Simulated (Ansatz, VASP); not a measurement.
One calculation of Se, two programs

File INCAR:

```
PREC     = Accurate       # precision mode
ENCUT    = 520            # plane-wave cutoff, eV
EDIFF    = 1E-6           # SCF threshold, eV
ISMEAR   = -1             # smearing method
SIGMA    = 0.08           # smearing width, eV
LREAL    = F              # projectors in reciprocal space
LASPH    = T              # aspherical terms in the spheres
NELM     = 60             # most SCF steps
ALGO     = Normal         # electronic algorithm
ISIF     = 2              # what is computed and relaxed
LWAVE    = F              # write WAVECAR
LCHARG   = F              # write CHGCAR
GGA      = PE             # functional
NBANDS   = 9              # bands
```

Contents of KPOINTS:

```
regular mesh
0
Gamma
  15 15 15
```

The input POSCAR:

```
Se
1.0
    2.4877692454      0.0000000000      0.0000000000
    0.0000000000      2.4877692454      0.0000000000
    0.0000000000      0.0000000000      2.4877692454
Se
1
Direct
    0.0000000000      0.0000000000      0.0000000000
```

Input for Ansatz:

```yaml
crystal:
  lattice:
    - [2.4877692454, 0.0, 0.0]
    - [0.0, 2.4877692454, 0.0]
    - [0.0, 0.0, 2.4877692454]
  atoms:
    - { symbol: Se, position: [0.0, 0.0, 0.0] }
kpoints:
  mp_grid: { grid: [15, 15, 15] }
scf:
  occupations: { method: fermi_dirac, width: 0.08 }
hamiltonian:
  xc: pbe
  pseudopotentials: { kind: paw }
output:
  forces: true
  stress: true
  eigenvalues: true
  populations: true
```

Change from the starting cell: volume scaled by 0.68, PAW files.

Alike in both runs: task single point; functional PBE; k mesh 15 × 15 × 15; occupations fermi-dirac, width 0.08 eV; no spin polarisation.

|  | VASP | Ansatz |
| --- | --- | --- |
| version | VASP 6.6.1 | Ansatz 0.2.0 |
| potentials or method | VASP PAW PBE potentials, release 64 (Se) | PAW with Ansatz's default frozen-core files, scalar-relativistic |
| plane-wave cutoff (eV) | 520 | 420 |
| valence electrons in the cell | 6 | 16 |

|  | VASP | Ansatz | Ansatz less VASP |
| --- | --- | --- | --- |
| pressure (GPa) | 64.6 | 63.9 | -0.65 |

The functional is the same, so the differences come from potentials, cutoffs and numerics. The two sets of potentials don't hold the same shells in valence.

Caveats: the cell as given lies far from equilibrium; so large a pressure means that the cell lies far from this level's equilibrium, or that cutoff or potentials fall short (VASP).
